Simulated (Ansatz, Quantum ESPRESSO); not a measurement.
**HfO2 (Fm-3m): the LO frequency by hand**

Wanted: the LO mode of HfO2 (Fm-3m) from the TO mode and the field response.

Method: DFT LDA, scalar-relativistic, plane waves, JTH PAW pseudopotentials, in Quantum ESPRESSO 7.5.

### Step 1. The relaxed structure

The structure is cubic, space group Fm-3m (No. 225). The conventional cell has a = 4.978 Å, b = 4.978 Å, c = 4.978 Å, α = 90.00°, β = 90.00°, γ = 90.00°. Hf has 8 O at 2.16 Å nearest. Nearest to O lie 4 Hf at 2.16 Å. Farther neighbours and most contacts between anions are not listed.

This is the cell after its relaxation at this level of theory, not the database cell from which that began.

### Step 2. What the response run gave

A linear-response run on the relaxed cell, with the response to an electric field; only its zone-centre results are used. Cutoff 50 Ry, k mesh 8×8×8.

The program printed:

```text
[banners, grids, parts of the stress and lines that vanish by symmetry left out]
Program PHONON v.7.5
     Reading xml data from directory:

[...]
Exchange-correlation= PW
                           (   1   4   0   0   0   0   0)
[...]
kinetic-energy cut-off    =      50.0000  Ry
     charge density cut-off    =     250.0000  Ry
     convergence threshold     =      1.0E-18
[...]
Exchange-correlation= PW
                           (   1   4   0   0   0   0   0)
[...]
q = (   0.0000000   0.0000000   0.0000000 )
     49 Sym.Ops. (with q -> -q+G )
     G cutoff =  560.4040  (  13851 G-vectors)     FFT grid: ( 36, 36, 36)
     G cutoff =  448.3232  (   9841 G-vectors)  smooth grid: ( 30, 30, 30)
     number of k points=    29
[...]
Mode symmetry, O_h (m-3m)  point group:
[...]
Dielectric constant
[...]
End of electric fields calculation
          Dielectric constant in cartesian axis
          (       5.303403104      -0.000000000      -0.000000000 )
          (      -0.000000000       5.303403104       0.000000000 )
          (      -0.000000000       0.000000000       5.303403104 )
          Effective charges (d Force / dE) in cartesian axis without acoustic sum rule applied (asr)
           atom    1  Hf    Mean Z*:        5.52903
      Ex  (        5.52903       -0.00000       -0.00000 )
      Ey  (       -0.00000        5.52903        0.00000 )
      Ez  (       -0.00000        0.00000        5.52903 )
           atom    2  O     Mean Z*:       -2.76530
      Ex  (       -2.76530        0.00000        0.00000 )
      Ey  (        0.00000       -2.76530        0.00000 )
      Ez  (       -0.00000        0.00000       -2.76530 )
           atom    3  O     Mean Z*:       -2.76530
      Ex  (       -2.76530       -0.00000       -0.00000 )
      Ey  (       -0.00000       -2.76530       -0.00000 )
      Ez  (       -0.00000       -0.00000       -2.76530 )
          Effective charges Sum: Mean:       -0.00156
[...]
Effective charges (d Force / dE) in cartesian axis with asr applied:
           atom    1  Hf    Mean Z*:        5.52955
[...]
atom    2  O     Mean Z*:       -2.76478
[...]
atom    3  O     Mean Z*:       -2.76478
[...]
Representation #   1 modes #   1   2   3
[...]
End of self-consistent calculation
     Convergence has been achieved
     Representation #   2 modes #   4   5   6
[...]
End of self-consistent calculation
     Convergence has been achieved
     Representation #   3 modes #   7   8   9
[...]
End of self-consistent calculation
     Convergence has been achieved
[...]
Dielectric constant in cartesian axis
          (       5.303403104      -0.000000000      -0.000000000 )
          (      -0.000000000       5.303403104       0.000000000 )
          (      -0.000000000       0.000000000       5.303403104 )
          Effective charges (d Force / dE) in cartesian axis without acoustic sum rule applied (asr)
           atom    1  Hf    Mean Z*:        5.52903
      Ex  (        5.52903       -0.00000       -0.00000 )
      Ey  (       -0.00000        5.52903        0.00000 )
      Ez  (       -0.00000        0.00000        5.52903 )
           atom    2  O     Mean Z*:       -2.76530
      Ex  (       -2.76530        0.00000        0.00000 )
      Ey  (        0.00000       -2.76530        0.00000 )
      Ez  (       -0.00000        0.00000       -2.76530 )
           atom    3  O     Mean Z*:       -2.76530
      Ex  (       -2.76530       -0.00000       -0.00000 )
      Ey  (       -0.00000       -2.76530       -0.00000 )
      Ez  (       -0.00000       -0.00000       -2.76530 )
          Effective charges Sum: Mean:       -0.00156
[...]
Effective charges (d Force / dE) in cartesian axis with asr applied:
           atom    1  Hf    Mean Z*:        5.52955
[...]
atom    2  O     Mean Z*:       -2.76478
[...]
atom    3  O     Mean Z*:       -2.76478
[...]
q = (    0.000000000   0.000000000   0.000000000 )
[...]
freq (    1) =      -0.015958 [THz] =      -0.532306 [cm-1]
     freq (    2) =      -0.015958 [THz] =      -0.532306 [cm-1]
     freq (    3) =      -0.015958 [THz] =      -0.532306 [cm-1]
     freq (    4) =       8.024762 [THz] =     267.677264 [cm-1]
     freq (    5) =       8.024762 [THz] =     267.677264 [cm-1]
     freq (    6) =       8.024762 [THz] =     267.677264 [cm-1]
     freq (    7) =      18.242904 [THz] =     608.517793 [cm-1]
     freq (    8) =      18.242904 [THz] =     608.517793 [cm-1]
     freq (    9) =      18.242904 [THz] =     608.517793 [cm-1]
[...]
Mode symmetry, O_h (m-3m)  point group:
     freq (   1-   3) =         -0.5  [cm-1]   --> T_1u G_15  G_4- I
     freq (   4-   6) =        267.7  [cm-1]   --> T_1u G_15  G_4- I
     freq (   7-   9) =        608.5  [cm-1]   --> T_2g G_25' G_5+ R

   JOB DONE.
```

```
                       quantity    value
             cell volume Ω (Å³)   30.841
                 mass of Hf (u)  178.490
                  mass of O (u)   15.999
     Born charge of Hf, raw (e)    5.529
      Born charge of O, raw (e)   -2.765
                             ε∞    5.303
ω(TO) after the sum rule (cm⁻¹)    267.7
```

### Step 3. The calculation

The charges must sum to zero over the cell; taking off their mean, -0.001 e, leaves Z* = 5.530 e on Hf. In the polar mode Hf moves against the two O, so the reduced mass is μ = 178.49 × 32.00 / 210.49 = 27.134 u.

A longitudinal wave builds up a field that adds to the restoring force: ω(LO)² = ω(TO)² + 4π Z*² / (μ Ω ε∞), in Hartree atomic units. With μ = 49462 electron masses and Ω = 208.12 bohr³ the second term is 7.0379e-06 Ha², or 339008 cm⁻² (1 Ha = 219474.6 cm⁻¹).

So ω(LO) = √(71658 + 339008) = 640.8 cm⁻¹, and by the Lyddane-Sachs-Teller relation ε₀ = ε∞ (ω(LO)/ω(TO))² = 30.39.

### Step 4. Check against the program

The analysis program adds the same non-analytic term to the full matrix, here for q along (1 0 0).

The program printed:

```text
[banners, grids, parts of the stress and lines that vanish by symmetry left out]
[banner, memory and clock lines left out]
Program DYNMAT v.7.5

     Reading Dynamical Matrix from file g.dyn
     ...Force constants read
     ...epsilon and Z* read

     Polarizability (A^3 units)
     multiply by 0.410767 for Clausius-Mossotti correction
        10.561534   -0.000000   -0.000000
        -0.000000   10.561534    0.000000
        -0.000000    0.000000   10.561534

     IR activities are in (D/A)^2/amu units

# mode   [cm-1]    [THz]      IR
    1     -0.00   -0.0000    0.0000
    2     -0.00   -0.0000    0.0000
[...]
8    608.52   18.2430    0.0000
    9    640.83   19.2117   25.9980

[end of the log left out, with the tail of the file of modes that dynmat.x writes under the same name]
```

ε₀ comes from the program's run without a direction of q.

```
    quantity  by hand  program
ω(LO) (cm⁻¹)    640.8    640.8
          ε₀    30.39    30.39
```

### Step 5. What came out

* TO mode: 267.7 cm⁻¹
* LO mode: 640.8 cm⁻¹
* static dielectric constant: 30.39

In words: The LO mode of HfO2 (Fm-3m) lies at 641 cm⁻¹, 373 cm⁻¹ above the TO mode; the formula meets the program within 0.1 cm⁻¹, as it must for a cubic crystal with one polar mode. ω(LO)² − ω(TO)² goes with Z*²/ε∞: an error of 5 % in ε∞ would move the LO mode by 12.7 cm⁻¹, and semilocal functionals tend to overestimate ε∞. These are harmonic values at zero temperature, at the volume of this functional, for the structure held cubic; stability elsewhere in the zone is no part of this calculation.

[Host names and launcher messages were left out of these logs when they were recorded.]

[Logs are printed without paths, hosts, clocks, repeated set-up lines and the standing remarks that a program may print on its own settings, such as how far it seeks lower states.]

[Hosts, paths, dates, database ids (printed as entryN), source tags and the programs' standing remarks are cut or masked in the printed files.]
